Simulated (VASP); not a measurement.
**InSe: band structure with HSE06**

The system is InSe, a slab with vacuum.

```xyz
4
Lattice="4.0278 0.0000 0.0000 -2.0139 3.4882 0.0000 0.0000 0.0000 23.3577" Properties=species:S:1:pos:R:3 pbc="T T T"
Se   -2.0139    3.4882    8.9843
Se   -2.0139    3.4882   14.3719
In    2.0139    1.1627   10.2809
In    2.0139    1.1627   13.0749
```

```
Program                            : VASP 6.6.1
Task                               : band structure
Functional                         : HSE06
Potentials or basis                : VASP PAW PBE potentials, release 64 (Se, In_d)
Cutoff                             : 520 eV
k mesh                             : 6 × 6 × 1
Occupations                        : gaussian, width 0.03 eV
Spin                               : no spin polarisation
Grid for exact exchange (PRECFOCK) : Fast
Dipole correction                  : yes
Screening parameter                : 0.2 1/A
Further INCAR settings             : ALGO = Normal; EDIFF = 1e-06; NBANDS = 27
```

```json
{"Largest force": "0.275 eV/Å", "Band gap on the k mesh": "2.42 eV, indirect (least direct gap 2.47 eV)", "Band gap along the path": "2.47 eV, direct", "Ionisation potential of the upper face": "6.54 eV"}
```

Forces on the atoms (eV/Å):
```
Se   0.000  0.000  0.265
Se   0.000  0.000 -0.267
In   0.000  0.000 -0.273
In   0.000  0.000  0.275
```

Levels at points of the mesh, in eV from the valence-band top:
| k point | band 17 | band 18 | band 19 | band 20 | band 21 | band 22 |
| --- | --- | --- | --- | --- | --- | --- |
| (0.00, 0.00, 0.00) | -0.45 | -0.45 | -0.06 | 2.42 | 3.68 | 6.00 |
| (0.50, 0.00, 0.00) | -1.65 | -1.47 | -0.97 | 2.97 | 3.17 | 5.03 |

It took 11 min on 8 MPI ranks on Intel(R) Xeon(R) 6975P-C (Granite Rapids), on a shared host, peak memory 0.4 GiB a rank.

Caveat: the PAW data sets were made with another functional, which shifts forces and pressure a little; spin-orbit coupling is left out, which moves the levels of the heavy elements.
